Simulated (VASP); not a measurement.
The system is CO2.

```
CELL_PARAMETERS angstrom
-1.97473 1.97473 3.01406
1.97473 -1.97473 3.01406
1.97473 1.97473 -3.01406
ATOMIC_POSITIONS crystal
O 0.87500 0.95980 0.58480
O 0.37500 0.29020 0.41520
O 0.04020 0.62500 0.91520
O 0.70980 0.12500 0.08480
C 0.00000 0.00000 0.00000
C 0.75000 0.25000 0.50000
```

The cell comes from a database or a generator and needn't be the stable form of this composition.

```yaml
Program: VASP 6.6.1
Task: relaxation of cell and atoms
Functional: LDA
Potentials_or_basis: VASP PAW LDA potentials, release 64 (O, C)
Cutoff: 600 eV
k_mesh: 8 × 8 × 8
Occupations: gaussian, width 0.02 eV
Spin: no spin polarisation
```

At the start: pressure -12.4 GPa; volume 7.84 Å³/atom.

Question: How do energy, volume and symmetry change on relaxing?

Answer: Over 10 steps the energy falls by 16.1 meV/atom and the volume is 7.38 Å³/atom (-5.9 %); space group I-42d (No. 122, to 0.05 Å).

Step by step:
```
step  energy change (eV)  largest force (eV/Å)  pressure (GPa)  volume (Å³)
   1              0.0000                0.4245          -12.44        47.01
   2              0.0848                1.4690           18.87        43.00
   3             -0.0770                0.2926           -1.13        45.31
   4             -0.0770                0.3081           -0.86        45.27
   5             -0.0915                0.1572           -0.41        44.79
   6             -0.0955                0.0173            0.01        44.36
   7             -0.0955                0.0236           -0.02        44.38
   8             -0.0960                0.0070           -0.19        44.37
   9             -0.0965                0.0321           -0.60        44.34
  10             -0.0967                0.0006           -0.09        44.26
```

Final structure:
```
O C
1.0
    -1.93590    1.93590    2.95231
     1.93590   -1.93590    2.95231
     1.93590    1.93590   -2.95231
O C
4 2
Direct
  0.87500 0.95504 0.58004
  0.37500 0.29496 0.41996
  0.04496 0.62500 0.91996
  0.70504 0.12500 0.08004
  0.00000 0.00000 0.00000
  0.75000 0.25000 0.50000
```
